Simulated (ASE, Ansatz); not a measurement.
# C(110) slab, H on the bottom face (210 atoms): support functions against a reference

Aim: test how closely localised support functions follow the reference on C(110) slab, H on the bottom face (210 atoms), and at what cost. A setting counts as converged where the r.m.s. difference of forces stays under 1 % of the r.m.s. force.

Method: Kohn-Sham DFT, LDA, PAW (set soft_2), plane waves, in Ansatz 0.2.0.

## 1. Set-up

The cell holds 210 atoms: 180 C and 30 H. Its edges and angles: a = 12.611 Å, b = 10.701 Å, c = 19.196 Å, α = 90.0°, β = 90.0°, γ = 90.0°. It derives from C (diamond-structure). Diamond-structure C (a = 3.567 Å), (110) slab of 6 atomic planes, 5 x 3 surface cells, H on the broken bonds of the bottom face, 12 Å of vacuum; displaced by a Gaussian of 0.02 Å. Regions: slab, 180 atoms (180 C); hydrogen, 30 atoms (30 H). Vacuum lies along c.

What the set-up can't give: Beside vacuum, support functions can miss their usual error bounds without a warning. The main run has no spin polarisation, so any moments at edges, vacancies or dangling bonds can't form in it. Only the Γ point is sampled, in a cell whose shortest periodic width is 11 Å.

## 2. Plane-wave single point

This run is the reference for what follows, at a cutoff of 420 eV.

input.yaml reads:

```yaml
crystal:
  lattice:
    - [12.61125, 0.0, 0.0]
    - [0.0, 10.701, 0.0]
    - [0.0, 0.0, 19.19561]
  atoms:
    - { symbol: C, position: [0.90047, 0.16544, 0.35868] }
    - { symbol: C, position: [0.99961, 0.08516, 0.35876] }
    - { symbol: C, position: [0.00217, 0.99974, 0.4243] }
    - { symbol: C, position: [0.89902, 0.25417, 0.42472] }
    - { symbol: C, position: [0.9023, 0.16843, 0.49064] }
    - { symbol: C, position: [0.99946, 0.08842, 0.49128] }
    - { symbol: C, position: [0.00217, 0.00169, 0.55622] }
    - { symbol: C, position: [0.90177, 0.24913, 0.55497] }
    - { symbol: C, position: [0.89832, 0.16984, 0.62227] }
    - { symbol: C, position: [0.00297, 0.08428, 0.62295] }
    - { symbol: C, position: [0.00086, 0.00279, 0.6881] }
    - { symbol: C, position: [0.8974, 0.24821, 0.68652] }
    - { symbol: C, position: [0.09936, 0.16766, 0.358] }
    - { symbol: C, position: [0.20103, 0.07858, 0.36034] }
    - { symbol: C, position: [0.19908, 0.99802, 0.42638] }
    - { symbol: C, position: [0.1023, 0.25191, 0.42653] }
    - { symbol: C, position: [0.09824, 0.1641, 0.49125] }
    - { symbol: C, position: [0.19448, 0.0842, 0.49089] }
    - { symbol: C, position: [0.19832, 0.00311, 0.55391] }
    - { symbol: C, position: [0.09793, 0.24984, 0.55498] }
    - { symbol: C, position: [0.09746, 0.16618, 0.62293] }
    - { symbol: C, position: [0.20018, 0.08603, 0.62151] }
    - { symbol: C, position: [0.19795, 0.00549, 0.68805] }
    - { symbol: C, position: [0.10253, 0.2507, 0.68962] }
    - { symbol: C, position: [0.90051, 0.50141, 0.36069] }
    - { symbol: C, position: [3.0e-05, 0.41578, 0.35861] }
    - { symbol: C, position: [0.00192, 0.33337, 0.42492] }
    - { symbol: C, position: [0.8959, 0.58366, 0.42654] }
    - { symbol: C, position: [0.90223, 0.50351, 0.48898] }
    - { symbol: C, position: [0.99773, 0.41671, 0.49174] }
    - { symbol: C, position: [0.99993, 0.3341, 0.55718] }
    - { symbol: C, position: [0.90173, 0.58197, 0.5549] }
    [... 172 atom lines left out ...]
    - { symbol: H, position: [0.69911, 0.56118, 0.31359] }
    - { symbol: H, position: [0.80167, 0.35689, 0.3133] }
    - { symbol: H, position: [0.50138, 0.89203, 0.3126] }
    - { symbol: H, position: [0.60281, 0.69371, 0.31372] }
    - { symbol: H, position: [0.70084, 0.89406, 0.31327] }
    - { symbol: H, position: [0.7985, 0.69394, 0.31268] }
kpoints:
  mp_grid: { grid: [1, 1, 1] }
hamiltonian:
  xc: lda
scf:
  occupations: { method: fermi_dirac, width: 0.05 }
output:
  forces: true
  populations: true
  dos:
    method: { smearing: { sigma: 0.15 } }
    de: 0.1
    projected:
      site_lists:
        C: [C]
        H: [H]
        hydrogen: [180, 181, 182, 183, 184, 185, 186, 187, 188, 189, 190, 191, 192, 193, 194, 195, 196, 197, 198, 199, 200, 201, 202, 203, 204, 205, 206, 207, 208, 209]
  eigenvalues: true
  write_density: true
  write_potential: true
  volumetric_format: npy
```

Started as:

```sh
> ansatz run input.yaml --threads 8 --pin off --max-ram 15872MiB --backend cpu --events-out ev --progress --plain --runs-dir out
```

Output:

```text
Engine: ansatz 0.2.0, aarch64-unknown-linux-gnu
Pseudopotentials: kind: paw
Pseudopotential: C, paw, valence charge 4, recommended cutoff 420 eV (normal), C.paw.azcp
Pseudopotential: H, paw, valence charge 1, recommended cutoff 420 eV (normal), H.paw.azcp
[... 3 lines on functional and potentials left out ...]
Crystal: 210 atoms, lattice volume = 2590.505 Å³
Basis set: ecut = 420 eV, 50557 PW (Γ)
Bands: 585, of which v1, the nominal top of the filled ones, is band 375 counted from 1 (374 counted from 0)
Symmetry: 1 space group operations
Space group: P1 (ITA 1), of the structure as read, at distance tolerance 1.4e-4 Å
k-points: 1
[... 6 lines on functional and potentials left out ...]
Initial density: superposition of atomic densities (neutral atoms: chi_scale 0, normalization atom), corrected by the library's trained network
Initial wavefunctions: pseudopotential atomic-orbital guess
Functional: x = slater, c = lda
SCF iter   1: F=—  HF=-44144.036776 eV  |F-HF|=—  |Δ(HF+E_count)|=         —  Δρ=1.02e-2  dr2=1.48e1  ethr=1.77e-3  ⟨swp⟩=7.0  Hψ=3087  notcnv=0  defer=175
preconditioner: auto → LDOS  [insulator: Δε(μ)=0.304 eV  Ē_g=15.530 eV  σ=0.050 eV  W_gap=0.52  n_scr=470 (ndim 8)  ℏωp=20.0 eV  f_vac=0.489  D(μ)=27.69/eV (n_scr^D=116)  ε∞_Penn≈2.7  β→1.0]
SCF iter   2: F=—  HF=-44142.865313 eV  |F-HF|=—  |Δ(HF+E_count)|=    1.17e0  Δρ=4.90e-3  dr2=2.37e0  ethr=1.77e-3  ⟨swp⟩=2.0  Hψ=711  notcnv=0  defer=190
SCF iter   3: F=—  HF=-44143.020658 eV  |F-HF|=—  |Δ(HF+E_count)|=   1.55e-1  Δρ=4.94e-3  dr2=2.26e0  ethr=3.16e-4  ⟨swp⟩=4.0  Hψ=894  notcnv=0  defer=190
SCF iter   4: F=—  HF=-44142.380593 eV  |F-HF|=—  |Δ(HF+E_count)|=   6.40e-1  Δρ=1.30e-3  dr2=1.49e-1  ethr=3.02e-4  ⟨swp⟩=3.0  Hψ=931  notcnv=0  defer=190
SCF iter   5: F=—  HF=-44142.360669 eV  |F-HF|=—  |Δ(HF+E_count)|=   1.99e-2  Δρ=5.82e-4  dr2=3.17e-2  ethr=1.99e-5  ⟨swp⟩=2.0  Hψ=746  notcnv=0  defer=190
SCF iter   6: F=—  HF=-44142.353941 eV  |F-HF|=—  |Δ(HF+E_count)|=   6.73e-3  Δρ=2.07e-4  dr2=1.29e-3  ethr=4.23e-6  ⟨swp⟩=3.0  Hψ=691  notcnv=0  defer=190
SCF iter   7: F=—  HF=-44142.353966 eV  |F-HF|=—  |Δ(HF+E_count)|=   2.47e-5  Δρ=5.96e-5  dr2=9.37e-5  ethr=1.72e-7  ⟨swp⟩=3.0  Hψ=808  notcnv=0  defer=190
SCF iter   8: F=—  HF=-44142.355710 eV  |F-HF|=—  |Δ(HF+E_count)|=   1.74e-3  Δρ=1.57e-5  dr2=1.24e-5  ethr=1.25e-8  ⟨swp⟩=2.0  Hψ=855  notcnv=0  defer=190
SCF iter   9: F=—  HF=-44142.355712 eV  |F-HF|=—  |Δ(HF+E_count)|=   1.62e-6  Δρ=6.19e-6  dr2=2.11e-6  ethr=1.66e-9  ⟨swp⟩=2.0  Hψ=723  notcnv=0  defer=190
SCF iter  10: F=—  HF=-44142.355712 eV  |F-HF|=—  |Δ(HF+E_count)|=   1.72e-8  Δρ=2.47e-6  dr2=2.41e-7  ethr=2.81e-10  ⟨swp⟩=3.0  Hψ=750  notcnv=0  defer=190
SCF iter  11: F=-44142.355712 eV  HF=-44142.355712 eV  |F-HF|=3.65e-8  |Δ(HF+E_count)|=   9.10e-8  Δρ=1.13e-6  dr2=2.43e-8  ethr=1.33e-11  ⟨swp⟩=37.0  Hψ=7484  notcnv=0
SCF 1 converged in 11 iterations: F = -44142.355712 eV  dr2 = 2.43e-8
  greatest PAW one-centre occupation: 0.649 electrons in one spin orbital (limit 2), on the C atom at site 84 (counted from 0), in its partial waves of l = 0
WARN: The output density's exchange-correlation potential varies sharply where the density is thin. Do not read a vacuum level from v_tot or v_xc, or from such a field of the output density. On a cell that repeats whose density bears no net charge and no dipole along the vacuum's axis use v_es (v_loc + v_h of the components); [...]
SCF converged after 11 iterations
Free energy (F): -44142.355712 eV
Harris-Foulkes:  -44142.355712 eV  (|F-HF|=3.65e-8)
Internal energy: -44142.350637 eV  (E = F + TS)
E sigma→0 (E₀):  -44142.353174 eV
Entropy (-TS):   -0.005075 eV (-0.024 meV/atom)
Fermi energy:    2.776726 eV
--- Per-component energies (eV) ---
  E_band       = -4610.548679
  E_kinetic    = 16819.439829
  E_local      = -428997.556388  (includes V_loc(G=0)·N_el)
  E_nonlocal   = 5035.094740
  E_hartree    = 207478.619124
  E_xc         = -8884.059446
  E_vxc        = -11069.134115  (∫ρ·V_xc dr)
  E_paw        = -16515.891895  (= ΣΔE_a)
  E_vpaw       = -1355.595020  (= ΣTr[D̂ρ^β])
  E_aug_tail   = -0.038718  (compensation charges beyond the density's cutoff)
  E_ewald      = 180910.732267
  E_core_change = 11.309851  (= ΣΔE_core)
  E_smearing   = -0.005075  (= −TS)
  E_closure    = 0.000000  (closes the sum)
  Σ components = -44142.355712   (vs F -44142.355712, Δ=0.00e0)
--- Forces (eV/Å), atoms counted from 1 ---
  atom   1  C     -0.59990969    -1.03170186     2.15966931
  atom   2  C      0.54952854     1.16956286     1.45060223
  atom   3  C     -1.01473848     0.81460341     0.29546222
  atom   4  C      1.19806420    -1.56342604    -0.58611418
  atom   5  C     -1.52551427    -0.24471227    -0.14374558
  atom   6  C      0.41075595    -2.24809198    -0.87507146
  atom   7  C     -1.67692067    -0.60873512    -0.01434067
  atom   8  C     -1.16288830     1.45175135     1.31691925
  atom   9  C      0.93191941    -2.79904681     0.54484959
  atom  10  C     -1.89166195     1.01483182     0.89392020
  atom  11  C     -0.80171776    -4.78668687    -1.60001699
  atom  12  C      1.17159962     5.14415175    -1.03200478
  atom  13  C      0.78736721    -1.33633498     1.32489336
  atom  14  C     -0.54069566     3.13554262    -0.51873770
[...]
atom 209  H     -0.05079829     0.07002433    -0.48643438
  atom 210  H      0.12745969    -0.42264623    -0.75797265
  max |Σ_I F_I| component: 2.70e-2 eV/Å
--- Band table (eV) ---
  k-point 0: bands = ["-18.5942", "-17.8941", "-17.8371", "-17.5969", [... 569 levels ...], "11.7169", "11.7395", "11.7507", "11.7823", "11.7954", "11.8055", "11.8259", "11.8370", "11.8555", "11.8660", "11.8892", "11.9168"]
--- Löwdin populations: 210 sites ---
  site symbol       q [e]
     0      C      4.1382
     1      C      4.1341
     2      C      3.9807
[...]
209      H      0.8303
  spilling = 0.005087 (of n_electrons = 750.000000)
```

It took 53 s on 8 threads of Arm Neoverse V1, shared host; peak memory 3.6 GiB.

Reading the cycles: dr2 is the Hartree energy of the density residual (eV), the measure of convergence; HF is the Harris–Foulkes estimate of the energy, which meets the free energy F at convergence.

The program notes that the exchange-correlation potential is rough where the density is thin.

The run gave:

| Quantity | Value |
| --- | --- |
| free energy | -44142.3557 eV |
| free energy per atom | -210.2017 eV/atom |
| SCF cycles | 11 |
| r.m.s. force component | 1.479 eV/Å |
| longest force | 5.533 eV/Å |
| Fermi energy | 2.777 eV |
| gap (highest filled to lowest empty level) | 0.6703 eV |
| spilling of the projection | 0.005087 |

Neighbours are counted within 1.85 Å (C-C), 1.34 Å (C-H).

Length of the force by element and coordination:

```tsv
element	coordination	atoms	mean length of the force (eV/Å)	spread	least	most
C	all	180	2.40	1.30	0.192	5.53
C	3	30	4.69	0.484	3.68	5.53
C	4	150	1.94	0.851	0.192	5.21
H	all	30	0.876	0.666	0.144	2.60
```

Löwdin charges by element and coordination (they lack the spilled electrons, 0.018 e an atom on average):

```tsv
element	coordination	atoms	mean charge (e)	spread	least	most
C	all	180	-0.0065	0.0574	-0.145	0.046
C	3	30	0.0045	0.0115	-0.0189	0.0316
C	4	150	-0.0087	0.0625	-0.145	0.046
H	all	30	0.166	0.0086	0.153	0.184
```

By region:

```tsv
region	atoms	mean length of the force (eV/Å)
slab	180	2.4
hydrogen	30	0.876
```

Density of states as counts of states in windows of 1 eV (from the Fermi level), total and the larger projections:

```tsv
from (eV)	to (eV)	total	C p	C s	H s	hydrogen
-10	-9	46.7	35.1	9.3	2.0	2.0
-9	-8	34.9	29.7	3.8	1.2	1.2
-8	-7	61.1	49.5	7.7	3.6	3.6
-7	-6	70.2	62.5	5.0	2.4	2.4
-6	-5	74.3	66.6	4.5	2.9	2.9
-5	-4	69.0	63.5	2.5	2.8	2.8
-4	-3	43.1	40.7	1.2	1.1	1.1
-3	-2	36.7	34.5	0.9	1.2	1.2
-2	-1	11.0	10.0	0.8	0.1	0.1
-1	0	24.3	22.2	1.7	0.1	0.1
0	1	23.9	20.3	3.4	0.0	0.0
1	2	5.7	4.4	0.7	0.2	0.2
2	3	7.2	1.9	0.9	1.8	1.8
3	4	12.6	2.8	2.2	2.9	2.9
4	5	21.6	9.7	5.7	1.0	1.0
```

Between -22 and -10 eV lie 279 more states.

The levels nearest the highest filled one (over half full), pooled over k-points and spins:

```tsv
level less the highest filled one (eV)	occupation
-0.123	2
-0.105	2
-0.0645	2.00
-0.0453	2.00
-0.0174	2.00
0	2.00
0.670	0.003
0.687	0.002
0.730	0.001
0.759	0
0.845	0
0.913	0
```

Planar average of the electrostatic potential energy along the normal, with the Fermi level as zero, after a running mean with a triangular window 4 Å wide at its base:

```tsv
height (Å)	potential energy (eV)
0.0	4.59
0.6	4.40
1.1	4.20
1.6	4.06
2.1	3.86
2.7	3.67
3.3	3.46
3.8	3.15
4.4	2.43
4.8	1.35
5.4	-1.06
6.0	-4.02
6.5	-7.29
7.1	-9.56
7.7	-10.83
8.1	-11.46
8.7	-11.35
9.2	-11.62
9.8	-11.51
10.4	-11.55
10.9	-11.48
11.4	-11.19
11.9	-11.07
12.5	-9.53
13.1	-7.29
13.7	-3.74
14.2	0.24
14.6	2.49
15.2	4.66
15.8	5.49
16.4	5.51
16.9	5.35
17.5	5.17
17.9	5.02
18.5	4.83
19.1	4.64
```

Valence density in the cb plane at fractional x = 0.000, with atoms of C and H within 0.2 Å of it. It is the smooth field of the valence electrons, not physical close to the nuclei.

Values in e/Å³, 13 rows by 16 columns, each cell a mean:
```
0.0 0.0 0.0 0.0 0.0 0.0 0.1 0.3 1.0 0.3 0.6 0.7 0.2 0.9 0.3 0.0
0.0 0.0 0.0 0.0 0.0 0.0 0.1 0.2 0.2 0.2 0.2 0.2 0.2 0.2 0.1 0.0
0.0 0.0 0.0 0.0 0.0 0.0 0.6 1.1 0.3 1.1 0.6 0.5 1.2 0.3 0.1 0.0
0.0 0.0 0.0 0.0 0.0 0.2 1.4 1.4 1.3 1.5 1.5 1.4 1.5 1.3 0.3 0.0
0.0 0.0 0.0 0.0 0.0 0.1 0.4 0.5 1.4 0.5 0.9 1.1 0.5 1.3 0.4 0.0
0.0 0.0 0.0 0.0 0.0 0.0 0.1 0.2 0.3 0.2 0.2 0.3 0.2 0.3 0.1 0.0
0.0 0.0 0.0 0.0 0.0 0.0 0.4 0.7 0.2 0.7 0.4 0.3 0.8 0.2 0.0 0.0
0.0 0.0 0.0 0.0 0.0 0.1 1.3 1.6 0.9 1.6 1.3 1.2 1.6 0.8 0.2 0.0
0.0 0.0 0.0 0.0 0.0 0.1 0.8 0.8 1.6 0.8 1.2 1.4 0.7 1.5 0.5 0.0
0.0 0.0 0.0 0.0 0.0 0.0 0.1 0.2 0.6 0.2 0.4 0.5 0.2 0.6 0.2 0.0
0.0 0.0 0.0 0.0 0.0 0.0 0.2 0.4 0.1 0.5 0.3 0.2 0.4 0.1 0.0 0.0
0.0 0.0 0.0 0.0 0.0 0.1 1.0 1.4 0.6 1.4 1.0 0.8 1.5 0.6 0.1 0.0
0.0 0.0 0.0 0.0 0.0 0.1 1.2 1.2 1.6 1.1 1.4 1.5 1.1 1.5 0.5 0.0
```
Columns run along c (16.0 Å, from fractional 0.00 to 0.83 of the cell), rows up along b (10.7 Å). Atoms in or near the plane, at fractional coordinates: C at (0.36, 0.09), C at (0.42, 0.00), C at (0.49, 0.09), C at (0.56, 0.00), C at (0.62, 0.08), C at (0.69, 0.00), C at (0.36, 0.42), C at (0.42, 0.33), C at (0.49, 0.42), C at (0.56, 0.33), C at (0.62, 0.42), C at (0.69, 0.33), C at (0.36, 0.75), C at (0.43, 0.67) and more.

Electrostatic potential energy in the cb plane at fractional x = 0.000, with atoms of C and H within 0.2 Å of it. With pseudopotentials it is smooth inside the atoms' cores, unlike the true potential.

Values in eV, 13 rows by 16 columns, each cell a mean:
```
  7   7   7   6   6   5   4   0 -21   1  -9 -12   2 -17   2   8
  7   7   7   6   6   6   5   3   3   3   3   3   3   5   8   9
  7   7   7   6   6   5 -10 -27   1 -26  -9  -5 -31   3   8   9
  7   7   7   6   6   2 -26 -30 -27 -34 -27 -26 -34 -26   0   8
  7   7   7   6   6   4  -2  -2 -41  -4 -20 -26  -1 -39  -3   8
  7   7   7   6   6   6   6   4   2   3   2   2   4   3   7   9
  7   7   7   6   6   6  -2 -10   3 -11  -3  -1 -13   5   8   9
  7   7   7   6   6   4 -24 -42 -10 -43 -23 -19 -47  -7   5   9
  7   7   7   6   6   3 -14  -8 -51  -7 -28 -36  -6 -50  -6   8
  7   7   7   6   6   5   5   3  -7   2  -2  -4   3  -6   5   8
  7   7   7   6   6   6   2  -1   3  -3   1   2  -1   5   8   9
  7   7   7   6   6   5 -19 -39  -2 -41 -18 -10 -45  -1   7   9
  7   7   7   6   6   2 -23 -19 -44 -16 -29 -33 -19 -45  -6   8
```
Columns run along c (16.0 Å, from fractional 0.00 to 0.83 of the cell; values clipped at the 3rd and 97th percentile), rows up along b (10.7 Å). Atoms in or near the plane, at fractional coordinates: C at (0.36, 0.09), C at (0.42, 0.00), C at (0.49, 0.09), C at (0.56, 0.00), C at (0.62, 0.08), C at (0.69, 0.00), C at (0.36, 0.42), C at (0.42, 0.33), C at (0.49, 0.42), C at (0.56, 0.33), C at (0.62, 0.42), C at (0.69, 0.33), C at (0.36, 0.75), C at (0.43, 0.67) and more.

Mean Löwdin charges: C -0.01, H +0.17 e (they miss 0.51 % of the electrons, so they add up to more than the cell's charge). Charges this small depend on the projection, at times even in sign. The largest share in the top eV of filled states is C p (93 % of the projected weight), and in the lowest eV of empty states C p (86 % of the projected weight). The potential slopes across the vacuum by 0.34 eV/Å: the slab bears a dipole, and with periodic images along the normal there is no flat vacuum level to read.

## 3. Structure statistics

Bonds and neighbours are counted at the geometry of the runs.

Normalised to the volume that the atoms fill. g(r), total and by pair (bins of 0.2 Å):

```tsv
r (Å)	total	C-C	C-H	H-H
1.00	0.46	0.00	1.86	0.00
1.20	0.12	0.00	0.51	0.00
1.40	0.25	0.34	0.00	0.00
1.60	2.88	3.92	0.00	0.00
1.80	0.10	0.00	0.00	4.74
2.00	0.10	0.00	0.02	4.45
2.20	0.43	0.00	1.75	0.00
2.40	0.79	0.93	0.00	4.90
2.60	2.84	3.41	0.88	5.70
2.80	0.42	0.10	1.43	0.00
3.00	2.24	2.96	0.26	0.00
3.20	0.03	0.00	0.13	0.00
3.40	0.25	0.01	0.98	0.09
3.60	0.82	1.00	0.11	2.52
3.80	0.81	1.09	0.02	0.00
4.00	0.66	0.56	0.86	1.96
4.20	0.25	0.03	0.93	0.13
4.40	2.11	2.48	0.75	5.18
4.60	1.19	1.45	0.53	0.00
4.80	0.03	0.02	0.09	0.00
5.00	0.86	0.85	0.86	1.30
5.20	1.08	1.23	0.64	1.25
5.40	0.50	0.32	1.10	0.00
5.60	0.96	1.25	0.16	0.00
5.80	0.55	0.62	0.29	0.97
6.00	0.13	0.02	0.45	0.00
6.20	0.50	0.39	0.65	2.54
6.40	0.93	0.94	0.89	0.80
```

Bonds by pair of elements; cutoffs follow the first minimum of g(r), held within bounds set by covalent radii, and pairs that aren't listed don't count as bonded:

```tsv
pair A-B	cutoff (Å)	bonds	mean length (Å)	spread (Å)	shortest (Å)	B about A	A about B
C-C	1.85	330	1.55	0.029	1.48	3.67	3.67
C-H	1.34	30	1.08	0.024	1.03	0.167	1
```

How many atoms have how many bonded neighbours:

```tsv
element	mean	1	3	4
C	3.83	0	30	150
H	1	30	0	0
```

Bond angles, per cent of each kind in bins of 5°:

```tsv
angle (°)	C-C-C	C-C-H
100–105	0.2	0.0
105–110	63.3	62.2
110–115	36.3	37.8
115–120	0.1	0.0
```

Bond angles (no mean is given where the spread exceeds 20°):

```tsv
angle	count	mean (°)	spread (°)
C-C-C	900	109	1.7
C-C-H	90	110	1.7
```

Bond length by coordination (bonds to H left out):

```tsv
element	coordination	atoms	mean bond length (Å)
C	3	30	1.54
C	4	150	1.55
```

Counting bonds as in the table, 83 % of C atoms have 4 and all H atoms have 1 bonded neighbour. The C-C-C angle averages 109° with a spread of 1.7°.

[end of part 1 of 2]

[Logs are printed without paths, hosts, clocks, repeated set-up lines and the standing remarks that a program may print on its own settings, such as how far it seeks lower states.]

[Hosts, paths, dates, database ids (printed as entryN), source tags and the programs' standing remarks are cut or masked in the printed files.]
